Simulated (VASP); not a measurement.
Write the native input for VASP 6.6.1 that does the following.

- Task: relaxation of cell and atoms
- Functional: vdW-DF
- Potentials or basis: VASP PAW PBE potentials, release 64 (Tb_3), 4f in core
- Cutoff: 680 eV
- k mesh: 7 × 7 × 4
- Occupations: fermi-dirac, width 0.05 eV
- Spin: non-collinear spin, antiferromagnetic start
- Starting moments: [[6.0, 0.0, 0.0], [-6.0, -0.0, -0.0]] μB
- Further INCAR settings: ALGO = Normal; EDIFF = 1e-06; IBRION = 2; EDIFFG = -0.01; NSW = 40; ISIF = 3

The structure of Tb lies in POSCAR:

```
Tb
3.8791
    0.999989600526      0.000000000000      0.000000000000
   -0.499994800263      0.866016397566      0.000000000000
    0.000000000000      0.000000000000      1.581099913794
Tb
2
Direct
    0.6666666667      0.3333333333      0.7500000000
    0.3333333333      0.6666666667      0.2500000000
```

The cell isn't the ideal one: volume scaled by 1.25.

One way to write it, as run:

INCAR

```
  PREC = Accurate
  ENCUT = 680
  EDIFF = 1E-6
  ISMEAR = -1
  SIGMA = 0.05
  LREAL = False
  LASPH = True
  NELM = 100
  ALGO = Normal
  ISIF = 3
  LWAVE = False
  LCHARG = False
  LNONCOLLINEAR = True
  MAGMOM = 6 0 0 -6 0 0
  LORBIT = 11
  LMAXMIX = 6
  GGA = RE
  LUSE_VDW = True
  AGGAC = 0.0
  IBRION = 2
  NSW = 40
  EDIFFG = -0.01
```

KPOINTS

```
Automatic mesh
0
Gamma
  7 7 4
```

Potentials or basis: VASP PAW PBE potentials, release 64 (Tb_3), 4f in core.

Launch:

```bash
$ cat potpaw_PBE.64/Tb_3/POTCAR > POTCAR
$ mpirun -np 1 vasp_ncl > vasp.out
```

It gave:

```yaml
Relaxed_volume: 33.60 Å³/atom
Relaxed_cell: a = 3.679 Å, b = 3.679 Å, c = 5.732 Å, α = 90.00°, β = 90.00°, γ = 120.00°
Space_group_after_relaxing_to_0.05_Å: P6_3/mmc (No. 194)
Energy_gained_by_relaxing: 117.6 meV/atom
Ionic_steps: 7
Pressure_after_relaxing: 0.0 GPa
Band_gap_on_the_k_mesh: none (metal or under the smearing width)
Net_moment: 0.00 μB per cell
Valence_electrons_inside_the_program's_atomic_spheres: Tb 7.75
```

Caveat: the magnetic or orbital state may not be the lowest; the PAW data sets were made with another functional, which shifts forces and pressure a little; spin-orbit coupling is left out, which moves the levels of the heavy elements; the 4f electrons are frozen in the core as for a trivalent ion, so they carry no moment and show no levels.

It took 25 min on 1 thread of AMD EPYC 9R45 96-Core Processor (Zen 5), on a shared host, peak memory 1.2 GiB.
